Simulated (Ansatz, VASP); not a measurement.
## Al: VASP beside Ansatz

Contents of INCAR:

```
SYSTEM = Al
PREC = Accurate ; ENCUT = 520
EDIFF = 1E-7 ; ISMEAR = -1
SIGMA = 0.1 ; LREAL = .FALSE.
LASPH = .TRUE. ; NELM = 100
ALGO = Normal ; ISIF = 2
LWAVE = .FALSE. ; LCHARG = .FALSE.
NBANDS = 8
```

KPOINTS

```
regular mesh
0
G
  13 13 13
  0 0 0
```

POSCAR

```
Al
1.0
    2.7177243679      0.0000000000      0.0000000000
    0.0000000000      2.7177243679      0.0000000000
    0.0000000000      0.0000000000      2.7177243679
Al
1
Direct
    0.0000000000      0.0000000000      0.0000000000
```

Input for Ansatz:

```yaml
crystal:
  lattice:
    - [2.7177243679, 0.0, 0.0]
    - [0.0, 2.7177243679, 0.0]
    - [0.0, 0.0, 2.7177243679]
  atoms:
    - { symbol: Al, position: [0.0, 0.0, 0.0] }
hamiltonian:
  xc: lda
  pseudopotentials:
    kind: paw
    azcp:
      Al: "pseudopotentials/Al.paw.azcp"
basis:
  ecutwfc: 420
  fft_grid_basis: typed
kpoints:
  mp_grid: { grid: [13, 13, 13], shift: [0, 0, 0] }
magnetization:
  spin_polarized: false
scf:
  occupations: { method: fermi_dirac, width: 0.1 }
  lower_state_search: "off"
output:
  stress: true
  write_density: true
  write_potential: true
  elf: true
  volumetric_format: npy
```

Alike in both runs: task single point; functional LDA; k mesh 13 × 13 × 13; occupations fermi-dirac, width 0.1 eV; no spin polarisation.

```csv
,VASP,Ansatz
version,VASP 6.6.1,Ansatz 0.2.0
potentials or method,"VASP PAW LDA potentials, release 64 (Al)","plane waves (420 eV) with PAW, scalar-relativistic"
plane-wave cutoff (eV),520,420
valence electrons in the cell,3,3
```

```csv
,VASP,Ansatz,Ansatz less VASP
pressure (GPa),-2.2,-2.2,-0.04
```

Ansatz warned: «pseudo_functional_mismatch».
